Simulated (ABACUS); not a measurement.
# Rh (Fm-3m) in ABACUS: notebook

One crystal, Rh, is run at these levels: PBE; tasks: equation of state.

All numbers are computed with ABACUS 3.10.1; they aren't measurements. Logs are shortened: lines on timing, memory, paths and dates and some standing lists are left out, and cuts for length are marked.

**What was measured.**

From “Thermal equation of state of rhodium characterized by XRD in a resistively heated diamond anvil cell”, 2024, pmc:11535440, for a bulk crystal of Rh: bulk modulus 264 ± 1 GPa.

The results are compared with them further down.

### Step 1. The structure

It takes space group Fm-3m (No. 225, cubic). The conventional cell has a = 3.796 Å, b = 3.796 Å, c = 3.796 Å, α = 90.00°, β = 90.00°, γ = 90.00°. Around Rh (site symmetry m-3m) lie 12 Rh at 2.68 Å.

### Step 2. Equation of state, PBE, 12.85 Å³/atom (volume scaled by 0.94)

Input file INPUT:

```
INPUT_PARAMETERS
suffix              Rh
calculation         scf
basis_type          lcao
pseudo_dir          ./
orbital_dir         ./
symmetry            1
dft_functional      pbe
ecutwfc             100
pseudo_rcut         10
nspin               1
nbands              13
ks_solver           genelpa
smearing_method     fd
smearing_sigma      0.00367493
scf_thr             1e-07
scf_nmax            100
mixing_type         broyden
mixing_beta         0.7
cal_force           1
cal_stress          1
out_mul             1
```

Input file STRU:

```
ATOMIC_SPECIES
Rh 102.9055 Rh.upf

NUMERICAL_ORBITAL
Rh_confined-atom_7au_3s2p2d1f.orb

LATTICE_CONSTANT
1.8897261246

LATTICE_VECTORS
0.0000000000 1.8591074964 1.8591074964
1.8591074964 0.0000000000 1.8591074964
1.8591074964 1.8591074964 0.0000000000

ATOMIC_POSITIONS
Direct

Rh
0.0
1
0.0000000000 0.0000000000 0.0000000000 1 1 1
```

Input file KPT:

```
K_POINTS
0
Gamma
12 12 12 0 0 0
```

Potentials or basis: PseudoDojo NC SR 0.4.1 PBE standard, DZP LCAO (the cutoffs set its grid).

Started as:

```bash
> OMP_NUM_THREADS=1 mpirun -np 4 abacus > log
```

running log:

```text
ABACUS v3.10.1

               Atomic-orbital Based Ab-initio Computation at UStc

 ------------------------------------------------------------------------------------

 READING GENERAL INFORMATION
                           global_out_dir = OUT.Rh/
                           global_in_card = INPUT
                               pseudo_dir = ./
                              orbital_dir = ./
                                    DSIZE = 4
                                    GSIZE = 1

 READING UNITCELL INFORMATION
                                    ntype = 1
                  lattice constant (Bohr) = 1.88973
              lattice constant (Angstrom) = 1

 READING ATOM TYPE 1
                               atom label = Rh
                      L=0, number of zeta = 3
                      L=1, number of zeta = 2
                      L=2, number of zeta = 2
                      L=3, number of zeta = 1
             number of atom for this type = 1

                        TOTAL ATOM NUMBER = 1
DIRECT COORDINATES
    atom                   x                   y                   z     mag                  vx                  vy                  vz
taud_Rh1            0.0000000000        0.0000000000        0.0000000000  0.0000        0.0000000000        0.0000000000        0.0000000000

                          Volume (Bohr^3) = 86.7242
                             Volume (A^3) = 12.8512

 Lattice vectors: (Cartesian coordinate: in unit of a_0)
                   +0            +1.85911            +1.85911
             +1.85911                  +0            +1.85911
             +1.85911            +1.85911                  +0
 Reciprocal vectors: (Cartesian coordinate: in unit of 2 pi/a_0)
            -0.268946           +0.268946           +0.268946
            +0.268946           -0.268946           +0.268946
            +0.268946           +0.268946           -0.268946
 The esolver type has been set to : ksdft_lcao

                PAO radial cut off (Bohr) = 10

 Read in pseudopotential file is Rh.upf
                     pseudopotential type = NC
          exchange-correlation functional = PBE
                 nonlocal core correction = 1
                        valence electrons = 17
                                     lmax = 2
                           number of zeta = 4
[... 5 lines left out ...]
                           L of projector = 2
                           L of projector = 2
     initial pseudo atomic orbital number = 10

 SETUP THE ELECTRONS NUMBER
            electron number of element Rh = 17
      total electron number of element Rh = 17
            AUTOSET number of electrons:  = 17
                           occupied bands = 9
                                   NLOCAL = 26
                                   NBANDS = 13
                                   NBANDS = 13
                                   NLOCAL = 26

%%%%%%%%%%%%%%%%%%%%%%%%%%%%%%%%%%%%%%%%%%%%%%%%%%%%%%%%%%%%%%%%%%%%%%%%%%%%%%%%%%%%%%%%%%%%%%%%%%%%%%%%%%
 Warning: the number of valence electrons in pseudopotential > 9 for Rh: [Kr] 4d8 5s1
 Pseudopotentials with additional electrons can yield (more) accurate outcomes, but may be less efficient.
 If you're confident that your chosen pseudopotential is appropriate, you can safely ignore this warning.
%%%%%%%%%%%%%%%%%%%%%%%%%%%%%%%%%%%%%%%%%%%%%%%%%%%%%%%%%%%%%%%%%%%%%%%%%%%%%%%%%%%%%%%%%%%%%%%%%%%%%%%%%%

 SETUP THE PLANE WAVE BASIS
 energy cutoff for charge/potential (unit:Ry) = 400
            fft grid for charge/potential = [ 32, 32, 32 ]
                        fft grid division = [ 4, 4, 4 ]
        big fft grid for charge/potential = [ 8, 8, 8 ]
                                     nbxx = 128
                                     nrxx = 8192

 SETUP PLANE WAVES FOR CHARGE/POTENTIAL
                    number of plane waves = 11791
                         number of sticks = 673

 PARALLEL PW FOR CHARGE/POTENTIAL
     PROC   COLUMNS(POT)             PW
        1            169           2951
        2            168           2946
        3            168           2948
        4            168           2946
 --------------- sum -------------------
        4            673          11791
                            number of |g| = 168
                                  max |g| = 36.166
                                  min |g| = 0

----------- Double Check Mixing Parameters Begin ------------
mixing_type: broyden
mixing_beta: 0.7
mixing_gg0: 1
mixing_gg0_min: 0.1
mixing_ndim: 8
----------- Double Check Mixing Parameters End ------------

 LATTICE VECTORS: (CARTESIAN COORDINATE: IN UNIT OF A0)
                   +0            +1.85911            +1.85911
             +1.85911                  +0            +1.85911
             +1.85911            +1.85911                  +0
                       right hand lattice = 1
                                   NORM_A = 2.62918
[... 65 lines left out ...]
              fft grid for wave functions = [ 32, 32, 32 ]
                    number of plane waves = 2085
                         number of sticks = 211

 PARALLEL PW FOR WAVE FUNCTIONS
     PROC   COLUMNS(POT)             PW
        1             52            520
        2             53            521
        3             53            522
        4             53            522
 --------------- sum -------------------
        4            211           2085

 SET NONLOCAL PSEUDOPOTENTIAL PROJECTORS
 max number of nonlocal projetors among all species is 6

 -------------------------------------------
 SELF-CONSISTENT
 -------------------------------------------

 SETUP SEARCHING RADIUS FOR PROGRAM TO SEARCH ADJACENT ATOMS
                  longest orb rcut (Bohr) = 7
   longest nonlocal projector rcut (Bohr) = 1.42
                     search radius (Bohr) = 16.8
              searching radius is (Bohr)) = 16.8
         searching radius unit is (Bohr)) = 1.89
                         PeriodicBoundary = 1
                        Radius(unit:lat0) = 8.91
                                   glayer = [ 6, 6, 6 ]
                             glayer_minus = [ 5, 5, 5 ]

Find the coordinate range of the input atom(unit:lat0).
                                  min_tau = [ -18.6, -18.6, -18.6 ]
                                  max_tau = [ 18.6, 18.6, 18.6 ]
                                BoxNumber = [ 11, 11, 11 ]

 SETUP EXTENDED REAL SPACE GRID FOR GRID INTEGRATION
                          real space grid = [ 32, 32, 32 ]
                 big cell numbers in grid = [ 8, 8, 8 ]
             meshcell numbers in big cell = [ 4, 4, 4 ]
                        extended fft grid = [ 14, 14, 14 ]
                dimension of extened grid = [ 37, 37, 37 ]
                            UnitCellTotal = 125
              Atom number in sub-FFT-grid = 1
    Local orbitals number in sub-FFT-grid = 26
                                ParaV.nnr = 23829
                                 init_chg = atomic

 LCAO ALGORITHM --------------- ION=   1  ELEC=   1--------------------------------

 Density error is 0.063830012143
----------------------------------------------------------
     Energy           Rydberg                 eV
----------------------------------------------------------
 E_KohnSham     -234.5309074005      -3190.9566977565
 E_Harris       -237.6771506443      -3233.7635331675
 E_Fermi        1.9018927102         25.8765778433
----------------------------------------------------------
[... 67 lines left out ...]
 LCAO ALGORITHM --------------- ION=   1  ELEC=   8--------------------------------

 Density error is 5.41330886804e-08
----------------------------------------------------------
     Energy           Rydberg                 eV
----------------------------------------------------------
 E_KohnSham     -234.5641306946      -3191.4087238631
 E_KS(sigma->0) -234.5638573269      -3191.4050045053
 E_Harris       -234.5641335731      -3191.4087630270
 E_band         -3.7530106950        -51.0623301075
 E_one_elec     -43.8657816923       -596.8245782391
 E_Hartree      35.8005321524        487.0912287045
 E_xc           -37.9204525536       -515.9342254682
 E_Ewald        -188.5778818657      -2565.7337101447
 E_entropy(-TS) -0.0005467353        -0.0074387156
 E_descf        0.0000000000         0.0000000000
 E_exx          0.0000000000         0.0000000000
 E_Fermi        1.8163560077         24.7127913018
----------------------------------------------------------

 charge density convergence is achieved
 final etot is -3191.4087239 eV
 EFERMI = 24.712791302 eV

 STATE ENERGY(eV) AND OCCUPATIONS    NSPIN == 1
 1/72 kpoint (Cartesian) = 0.0000 0.0000 0.0000 (365 pws)
       1       -54.4710     0.00115741
       2       -21.8328     0.00115741
       3       -21.8328     0.00115741
       4       -21.8328     0.00115741
       5        16.2682     0.00115741
       6        21.2720     0.00115741
       7        21.2720     0.00115741
       8        21.2720     0.00115741
       9        23.5963     0.00115741
      10        23.5963     0.00115741
      11        40.8467        0.00000
      12        46.7647        0.00000
      13        46.7647        0.00000
[... 61 lines left out ...]
 6/72 kpoint (Cartesian) = 0.11206 0.11206 0.11206 (370 pws)
       1       -54.3304     0.00925926
       2       -22.6950     0.00925926
       3       -21.9502     0.00925926
       4       -21.9502     0.00925926
       5        18.0805     0.00925926
       6        21.2616     0.00925926
       7        21.2616     0.00925926
       8        24.3914     0.00924433
       9        25.0617    8.62596e-06
      10        25.0617    8.62596e-06
      11        35.2931        0.00000
      12        40.8563        0.00000
      13        47.4503        0.00000

[... levels at 66 further k points ...]

 correction force for each atom along direction 1 is 8.83408e-15
 correction force for each atom along direction 2 is 9.15284e-14
 correction force for each atom along direction 3 is 1.15076e-13
------------------------------------------------------------------------------------------
 TOTAL-FORCE (eV/Angstrom)
------------------------------------------------------------------------------------------
                       Rh1         0.0000000000         0.0000000000         0.0000000000
------------------------------------------------------------------------------------------

----------------------------------------------------------------
 TOTAL-STRESS (KBAR)
----------------------------------------------------------------
       306.5540492551         0.0000000000         0.0000000000
         0.0000000000       306.5540492551        -0.0000000000
         0.0000000000        -0.0000000000       306.5540492551
----------------------------------------------------------------
 TOTAL-PRESSURE: 306.554049 KBAR

 --------------------------------------------
 !FINAL_ETOT_IS -3191.4087238631141190 eV
 --------------------------------------------
```

Run time: 2.8 s. Hardware: 4 MPI ranks of AMD EPYC 9R45 (Zen 5), shared host; peak memory 0.4 GiB.

Results:

```
Free energy            : -3191.4087 eV
Pressure               : 30.7 GPa
Band gap on the k mesh : none (metal or under the smearing width)
```

Caveat: the atomic orbitals were generated for these runs and aren't a published set; the basis of atomic orbitals isn't converged, which shifts pressures, moduli and gaps.

### Step 3. Equation of state, PBE, 13.12 Å³/atom (volume scaled by 0.96)

INPUT is that of step 2.

Input file STRU:

```
ATOMIC_SPECIES
Rh 102.9055 Rh.upf

NUMERICAL_ORBITAL
Rh_confined-atom_7au_3s2p2d1f.orb

LATTICE_CONSTANT
1.8897261246

LATTICE_VECTORS
0.0000000000 1.8722002341 1.8722002341
1.8722002341 0.0000000000 1.8722002341
1.8722002341 1.8722002341 0.0000000000

ATOMIC_POSITIONS
Direct

Rh
0.0
1
0.0000000000 0.0000000000 0.0000000000 1 1 1
```

KPT is that of step 2.

Potentials or basis: PseudoDojo NC SR 0.4.1 PBE standard, DZP LCAO (the cutoffs set its grid).

Started as:

```bash
> OMP_NUM_THREADS=1 mpirun -np 4 abacus > log
```

Wall time 2.6 s (4 MPI ranks of AMD EPYC 9R45 (Zen 5), shared host); peak memory 0.4 GiB.

It converged, with:

- Free energy: -3191.4540 eV
- Pressure: 22.6 GPa
- Band gap on the k mesh: none (metal or under the smearing width)

Caveat: the atomic orbitals were generated for these runs and aren't a published set; the basis of atomic orbitals isn't converged, which shifts pressures, moduli and gaps.

### Step 4. Equation of state, PBE, 13.40 Å³/atom (volume scaled by 0.98)

INPUT is that of step 3.

Input file STRU:

```
ATOMIC_SPECIES
Rh 102.9055 Rh.upf

NUMERICAL_ORBITAL
Rh_confined-atom_7au_3s2p2d1f.orb

LATTICE_CONSTANT
1.8897261246

LATTICE_VECTORS
0.0000000000 1.8851123679 1.8851123679
1.8851123679 0.0000000000 1.8851123679
1.8851123679 1.8851123679 0.0000000000

ATOMIC_POSITIONS
Direct

Rh
0.0
1
0.0000000000 0.0000000000 0.0000000000 1 1 1
```

KPT is that of step 3.

Started as:

```bash
> OMP_NUM_THREADS=1 mpirun -np 4 abacus > log
```

It took 3.1 s on 4 MPI ranks of AMD EPYC 9R45 (Zen 5), shared host; peak memory 0.4 GiB.

Results (log left out):

| Quantity | Value |
| --- | --- |
| Free energy | -3191.4862 eV |
| Pressure | 15.4 GPa |
| Band gap on the k mesh | none (metal or under the smearing width) |

Caveat: the atomic orbitals were generated for these runs and aren't a published set; the basis of atomic orbitals isn't converged, which shifts pressures, moduli and gaps.

### Step 5. Equation of state, PBE, 13.67 Å³/atom

INPUT is that of step 4.

Input file STRU:

```
ATOMIC_SPECIES
Rh 102.9055 Rh.upf

NUMERICAL_ORBITAL
Rh_confined-atom_7au_3s2p2d1f.orb

LATTICE_CONSTANT
1.8897261246

LATTICE_VECTORS
0.0000000000 1.8978500000 1.8978500000
1.8978500000 0.0000000000 1.8978500000
1.8978500000 1.8978500000 0.0000000000

ATOMIC_POSITIONS
Direct

Rh
0.0
1
0.0000000000 0.0000000000 0.0000000000 1 1 1
```

KPT is that of step 4.

Started as:

```bash
> OMP_NUM_THREADS=1 mpirun -np 4 abacus > log
```

Run time: 3.2 s. Hardware: 4 MPI ranks of AMD EPYC 9R45 (Zen 5), shared host; peak memory 0.4 GiB.

Results (log left out):

```yaml
Free_energy: -3191.5071 eV
Pressure: 9.1 GPa
Band_gap_on_the_k_mesh: none (metal or under the smearing width)
```

Caveat: the atomic orbitals were generated for these runs and aren't a published set; the basis of atomic orbitals isn't converged, which shifts pressures, moduli and gaps.

### Step 6. Equation of state, PBE, 13.94 Å³/atom (volume scaled by 1.02)

INPUT is that of step 5.

Input file STRU:

```
ATOMIC_SPECIES
Rh 102.9055 Rh.upf

NUMERICAL_ORBITAL
Rh_confined-atom_7au_3s2p2d1f.orb

LATTICE_CONSTANT
1.8897261246

LATTICE_VECTORS
0.0000000000 1.9104189093 1.9104189093
1.9104189093 0.0000000000 1.9104189093
1.9104189093 1.9104189093 0.0000000000

ATOMIC_POSITIONS
Direct

Rh
0.0
1
0.0000000000 0.0000000000 0.0000000000 1 1 1
```

KPT is that of step 5.

Potentials or basis: PseudoDojo NC SR 0.4.1 PBE standard, DZP LCAO (the cutoffs set its grid).

Started as:

```bash
> OMP_NUM_THREADS=1 mpirun -np 4 abacus > log
```

Wall time 3 s (4 MPI ranks of AMD EPYC 9R45 (Zen 5), shared host); peak memory 0.4 GiB.

The run converged. Its results:

```yaml
Free_energy: -3191.5178 eV
Pressure: 3.4 GPa
Band_gap_on_the_k_mesh: none (metal or under the smearing width)
```

Caveat: the atomic orbitals were generated for these runs and aren't a published set; the basis of atomic orbitals isn't converged, which shifts pressures, moduli and gaps.

### Step 7. Equation of state, PBE, 14.22 Å³/atom (volume scaled by 1.04)

INPUT is that of step 6.

Input file STRU:

```
ATOMIC_SPECIES
Rh 102.9055 Rh.upf

NUMERICAL_ORBITAL
Rh_confined-atom_7au_3s2p2d1f.orb

LATTICE_CONSTANT
1.8897261246

LATTICE_VECTORS
0.0000000000 1.9228245745 1.9228245745
1.9228245745 0.0000000000 1.9228245745
1.9228245745 1.9228245745 0.0000000000

ATOMIC_POSITIONS
Direct

Rh
0.0
1
0.0000000000 0.0000000000 0.0000000000 1 1 1
```

KPT is that of step 6.

Started as:

```bash
> OMP_NUM_THREADS=1 mpirun -np 4 abacus > log
```

Wall time 3.2 s (4 MPI ranks of AMD EPYC 9R45 (Zen 5), shared host); peak memory 0.4 GiB.

Results (log left out):

* Free energy: -3191.5191 eV
* Pressure: -1.5 GPa
* Band gap on the k mesh: none (metal or under the smearing width)

Caveat: the atomic orbitals were generated for these runs and aren't a published set; the basis of atomic orbitals isn't converged, which shifts pressures, moduli and gaps.

### Step 8. Equation of state, PBE, 14.49 Å³/atom (volume scaled by 1.06)

INPUT is that of step 7.

Input file STRU:

```
ATOMIC_SPECIES
Rh 102.9055 Rh.upf

NUMERICAL_ORBITAL
Rh_confined-atom_7au_3s2p2d1f.orb

LATTICE_CONSTANT
1.8897261246

LATTICE_VECTORS
0.0000000000 1.9350721950 1.9350721950
1.9350721950 0.0000000000 1.9350721950
1.9350721950 1.9350721950 0.0000000000

ATOMIC_POSITIONS
Direct

Rh
0.0
1
0.0000000000 0.0000000000 0.0000000000 1 1 1
```

KPT is that of step 7.

Started as:

```bash
> OMP_NUM_THREADS=1 mpirun -np 4 abacus > log
```

Run time: 3 s. Hardware: 4 MPI ranks of AMD EPYC 9R45 (Zen 5), shared host; peak memory 0.4 GiB.

Results (log left out):

| Property | Result |
| --- | --- |
| Free energy | -3191.5128 eV |
| Pressure | -6.0 GPa |
| Band gap on the k mesh | none (metal or under the smearing width) |

Caveat: the atomic orbitals were generated for these runs and aren't a published set; the basis of atomic orbitals isn't converged, which shifts pressures, moduli and gaps.

### Step 9. Equation of state, PBE

Potentials or basis: PseudoDojo NC SR 0.4.1 PBE standard, DZP LCAO (the cutoffs set its grid).

No new run: the results of the series are fitted here.

What came out:

```
Equilibrium volume                      : 14.13 Å³/atom
Bulk modulus                            : 253 GPa
Pressure derivative of the bulk modulus : 5.1
```

Energy against volume, from the lowest point:
```tsv
volume (Å³/atom)	energy (meV/atom)
12.851	110.41
13.125	65.13
13.398	32.98
13.671	12.03
13.945	1.38
14.218	0.00
14.492	6.37
```

Caveat: the atomic orbitals were generated for these runs and aren't a published set; the basis of atomic orbitals isn't converged, which shifts pressures, moduli and gaps.

### Step 10. Comparison with measurements

Step 9. Measured bulk modulus of Rh: 264 GPa (quoted in “Thermal equation of state of rhodium characterized by XRD in a resistively heated diamond anvil cell”, 2024, pmc:11535440). This calculation gives 253 GPa (-4.2 %). The fit is for a static lattice scaled at fixed shape and fixed fractional positions.
